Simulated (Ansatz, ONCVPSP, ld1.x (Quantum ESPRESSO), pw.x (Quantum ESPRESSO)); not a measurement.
# Which Os potential is closest to all-electron in the sc crystal?

All use PBE, scalar-relativistic, no spin, cutoffs from each file’s atomic test, pw.x 7.5; 13³ k-points, Fermi–Dirac smearing 0.01 Ry. Δ is the rms difference from all-electron LAPW of the E(V) curves that follow from fits to the pressures, over ±6 % in volume. Mesh and smearing are coarse and serve the comparison alone. The files are a selection: those with a ghost or negative overlap were mostly not run, and those with noisy or unconverged pressures or nearly equal Δ are left out.

All-electron: a0 = 2.558 Å (V0 = 16.75 Å³/atom), B0 = 267.5 GPa.

Task: Rank them by Δ, smallest first.
A. norm-conserving Troullier–Martins (Kleinman–Bylander form), ld1.x (Quantum ESPRESSO) 7.5, PBE; core [Xe] 4f14, reference 5d6 6s2 6p0; waves: 6p (bound, empty): rc 2.80 bohr; 5d (bound): rc 1.90 bohr; 6s (bound): rc 2.25 bohr; local part: the s channel; core correction: none.
B. optimised norm-conserving Vanderbilt (ONCV), ONCVPSP 4.0.1, PBE; core [Kr] 4d10 4f14, reference 5s2 5p6 5d6 6s1.5 6p0.5; waves: 5s+6s: rc 1.90 bohr, ncon 4, nbas 9, qcut 5.2 1/bohr, 2 projectors; 5p+6p: rc 2.35 bohr, ncon 5, nbas 8, qcut 6.6 1/bohr, 2 projectors; 5d: rc 1.85 bohr, ncon 4, nbas 9, qcut 7.4 1/bohr, 2 projectors, debl 0.9 Ha; local part: polynomial inside 1.15 bohr (lpopt 5, dvloc0 0 Ha); core correction: Teter function, fcfact 5.25, rcfact 1.75.
C. norm-conserving Troullier–Martins (Kleinman–Bylander form), ld1.x (Quantum ESPRESSO) 7.5, PBE; core [Xe] 4f14, reference 5d6 6s2 6p0; waves: 6s (bound): rc 1.80 bohr; 6p (bound, empty): rc 3.50 bohr; 5d (bound): rc 1.55 bohr; local part: all-electron potential smoothed inside 2.65 bohr (lloc = -2); core correction: none.

Result: B (11.5 meV/atom), C (26.1 meV/atom), A (40.9 meV/atom).
